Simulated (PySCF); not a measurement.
Isomers of C4H9N: computed energies against enthalpies of formation

**What was measured.**

From CRC Handbook of Chemistry and Physics, for the gas at 298.15 K: enthalpy of formation of `C1CCNC1` (pyrrolidine) -3.6 kJ/mol; enthalpy of formation of `NC1CCC1` (cyclobutylamine) 41.2 kJ/mol.

How close the calculation comes is told at the end.

Differences of these values give the isomerisation enthalpies. Geometries: GFN2-xTB; runs in PySCF, gas phase, with a dispersion term only where the level names one. Total electronic energies (Eh):

```json
{"SMILES": "C1CCNC1", "PBE0/pcSseg-1": "-212.29913"}
{"SMILES": "NC1CCC1", "PBE0/pcSseg-1": "-212.27917"}
```

Zero-point and thermal terms are left out, so the computed numbers are electronic energies.

**Comparison with experiment**

Relative to `C1CCNC1`, the lowest by measurement, in kJ/mol (measured: enthalpies at 298.15 K; computed: electronic energies):

| SMILES | measured | PBE0/pcSseg-1 |
| --- | --- | --- |
| C1CCNC1 | 0.0 | 0.0 |
| NC1CCC1 | 44.8 | 52.4 |

Measured values: -3.6 kJ/mol (298.15 K; CRC Handbook of Chemistry and Physics) for the first row; the others come from the same table. Unsigned miss: PBE0/pcSseg-1 7.6 kJ/mol. One conformer stands for `C1CCNC1` and `NC1CCC1`, not necessarily the lowest, while the measurement averages over conformers. Where a level misses, the cause wasn't examined.

The values belong to the conformer `[NH2:1][CH:2]1[CH2:3][CH2:4][CH2:5]1`: H–N1–C2–C3 -56°, H–N1–C2–C3 -175°.
